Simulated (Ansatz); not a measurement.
5 guesses for BN and where they end

All numbers below come from DFT PBE, scalar-relativistic, plane waves, PAW in Ansatz 0.2.0. All cells share a 420 eV cutoff and Γ-centred k meshes spaced at most about 0.3 Å⁻¹ (2π included). No spin polarisation in the final relaxations.

Each guess was relaxed in cell and atoms at zero pressure, within the symmetry of its start. All energies are static (0 K, no zero-point motion). Coordination counts N atoms around B (those within 1.25 times the shortest such distance or 1.15 times the sum of covalent radii).

| guess | made from | start group | V start (Å³/atom) | end group | V end (Å³/atom) | coordination at the end | gap on mesh (eV) | E over the lowest end (meV/atom) |
| --- | --- | --- | --- | --- | --- | --- | --- | --- |
| 1 | a cell as deposited in COD | F-43m | 5.9 | F-43m (zinc blende) | 6.0 | B 4 | 4.46 | 77 |
| 2 | a cell as deposited in COD | P6_3/mmc | 9.0 | P6_3/mmc (hexagonal BN) | 11.4 | B 3 | 4.40 | 0 |
| 3 | a Materials Project cell | Fmm2 | 9.5 | Fmm2 | 11.6 | B 3 | 4.48 | 0 |
| 4 | random cell | Fmmm | 10.8 | ? | ? | ? | ? | ? |
| 5 | a Materials Project cell | R3m | 9.1 | R3m | 11.4 | B 3 | 4.39 | 0 |

Guess 4 as it starts:

```cif
data_structure
_symmetry_space_group_name_H-M 'P 1'
_symmetry_Int_Tables_number 1
_cell_length_a 3.9894
_cell_length_b 3.2119
_cell_length_c 3.0527
_cell_angle_alpha 79.065
_cell_angle_beta 52.230
_cell_angle_gamma 48.705
_cell_volume 21.66
loop_
_atom_site_label
_atom_site_type_symbol
_atom_site_fract_x
_atom_site_fract_y
_atom_site_fract_z
_atom_site_occupancy
B1 B 0.00000 0.00000 0.00000 1
N1 N 0.50000 0.50000 0.50000 1
```

Question: Predict the end of this guess and its energy over the lowest end.

Answer: It ends in space group I4/mmm (No. 139), with a = 5.381 Å, c = 2.623 Å, 19.0 Å³/atom and a gap of 3.86 eV. It lies 0.81 eV/atom over the lowest end, above guess 1 and so the highest of the set. Counting N atoms around B, this end has B 2 and the lowest (guess 2) has B 3.

```cif
data_structure
_symmetry_space_group_name_H-M 'I4/mmm'
_symmetry_Int_Tables_number 139
_cell_length_a 5.3812
_cell_length_b 5.3812
_cell_length_c 2.6232
_cell_angle_alpha 90.000
_cell_angle_beta 90.000
_cell_angle_gamma 90.000
_cell_volume 75.96
loop_
_atom_site_label
_atom_site_type_symbol
_atom_site_symmetry_multiplicity
_atom_site_Wyckoff_symbol
_atom_site_fract_x
_atom_site_fract_y
_atom_site_fract_z
_atom_site_occupancy
B1 B 2 a 0.00000 0.00000 0.00000 1
N1 N 2 b 0.00000 0.00000 0.50000 1
```

Energies over the elements count from the elements' standard structures at the same level (N₂ as a molecule), with no fitted energy shifts.

Question: Is the lowest end bound against the elements?

Answer: Yes: its formation energy is −1.252 eV/atom. A negative formation energy is needed for stability but isn't enough: competing phases decide.

Weakly bound directions are ill-defined at this level, which has no dispersion term (P6_3/mmc, R3m, Fmm2, I4/mmm), and this can change margins and order among such cells. Kohn–Sham gaps at this level usually fall short of measured ones. Cells relaxed within their symmetry can be saddle points. Some candidate types were left out of the draw beforehand, so a known form may be missing.
